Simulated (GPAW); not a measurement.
Set up this calculation in GPAW 26.7.0, as an ASE script.

```yaml
Task: equation of state
Functional: r2SCAN
Potentials_or_basis: GPAW PAW data sets (gpaw-data 1.2.1)
Cutoff: 600 eV
Basis: pw
k_mesh: 5 × 5 × 5
Occupations: fermi-dirac, width 0.05 eV
Spin: no spin polarisation
Maxiter: 150
Eos_scales: "[0.94, 0.96, 0.98, 1.0, 1.02, 1.04, 1.06]"
```

The system is CuCl2.

```
CELL_PARAMETERS angstrom
4.52065 0.00000 0.00000
0.00000 4.52065 0.00000
0.00000 0.00000 4.31771
ATOMIC_POSITIONS crystal
Cu 0.00000 0.00000 0.00000
Cl 0.00000 0.50000 0.00000
Cl 0.50000 0.00000 0.00000
```

Measurements of this composition are mostly on another form, of space group No. 12.

These files were run (other wordings do the same):

run.py

```python
from ase import Atoms
from ase.eos import EquationOfState
from ase.io import Trajectory
from ase.units import GPa
from gpaw import GPAW, PW

atoms = Atoms(['Cu', 'Cl', 'Cl'],
              cell=[[4.520648, 0.0, 0.0],
                    [0.0, 4.520648, 0.0],
                    [0.0, 0.0, 4.317712]],
              scaled_positions=[[0.0, 0.0, 0.0],
                                [0.0, 0.5, 0.0],
                                [0.5, 0.0, 0.0]],
              pbc=True)

traj = Trajectory('eos.traj', 'w')
volumes, energies = [], []
for x in [0.94, 0.96, 0.98, 1.0, 1.02, 1.04, 1.06]:
    a = atoms.copy()
    a.set_cell(atoms.cell * x**(1 / 3), scale_atoms=True)
    calc = GPAW(mode=PW(600),
                xc='MGGA_X_R2SCAN+MGGA_C_R2SCAN',
                kpts={'size': (5, 5, 5), 'gamma': True},
                occupations={'name': 'fermi-dirac', 'width': 0.05},
                nbands=25,
                convergence={'density': 1e-05, 'energy': 1e-05},
                maxiter=150,
                txt=f'eos-{x:.2f}.txt')
    a.calc = calc
    energies.append(a.get_potential_energy(force_consistent=True))
    volumes.append(a.get_volume())
    p = -a.get_stress()[:3].mean() / GPa
    calc.write(f'eos-{x:.2f}.gpw')
    traj.write(a)
    print(f'{x:.2f} {volumes[-1]:10.4f} A^3 {energies[-1]:14.6f} eV {p:9.3f} GPa', flush=True)

v0, e0, B = EquationOfState(volumes, energies, eos='birchmurnaghan').fit()
print(f'V0 = {v0:.4f} A^3, E0 = {e0:.6f} eV, B0 = {B / GPa:.2f} GPa')
```

Potentials or basis: GPAW PAW data sets (gpaw-data 1.2.1), pw.

Run with:

```console
$ OMP_NUM_THREADS=1 python run.py
```

It gave:

* Equilibrium volume: 29.00 Å³/atom (rough: see the caveat)
* Bulk modulus at fixed shape and positions: 38 GPa (rough)

Caveat: with this Cu data set, volumes or pressures lay over 1.5 % or 2 GPa off other programs in two to four cells of ten; the points scatter about the fit; the cell was scaled at fixed shape and fractional positions, which overstates the stiffness of a crystal with free parameters, most of all of layers and chains; the PAW data sets were made with another functional, which shifts forces and pressure a little; the run has no spin polarisation, though such a crystal can be magnetic.

It took 7.8 min on 1 thread of Arm Neoverse V2 (shared host), peak memory 0.8 GiB.
